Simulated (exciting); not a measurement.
Crystal: MgS (Niningerite).

```xyz
2
Lattice="0.0000 2.6016 2.6016 2.6016 0.0000 2.6016 2.6016 2.6016 0.0000" Properties=species:S:1:pos:R:3 pbc="T T T"
S     2.6016    2.6016    2.6016
Mg    0.0000    0.0000    0.0000
```

Base run:

- Program: exciting (release sodium)
- Functional: PBEsol
- Potentials or basis: all-electron LAPW+lo, shipped species files, valence relativity iora*
- rgkmax: 7.5
- k mesh: 9 × 9 × 9
- Occupations: fermi-dirac, width 0.05 eV
- Spin: no spin polarisation

Its results: band gap on the k mesh 2.84 eV, indirect (least direct gap 3.59 eV).

Q: The run is repeated on the same cell with these changes: functional from PBEsol to revPBE. What comes out?

A: Band gap on the k mesh 3.04 eV, indirect (least direct gap 3.85 eV).

Caveats: an odd mesh through Γ misses points on the zone boundary, where band edges often lie (some runs); the mesh misses the band edges, which the band path finds closer together (some runs).
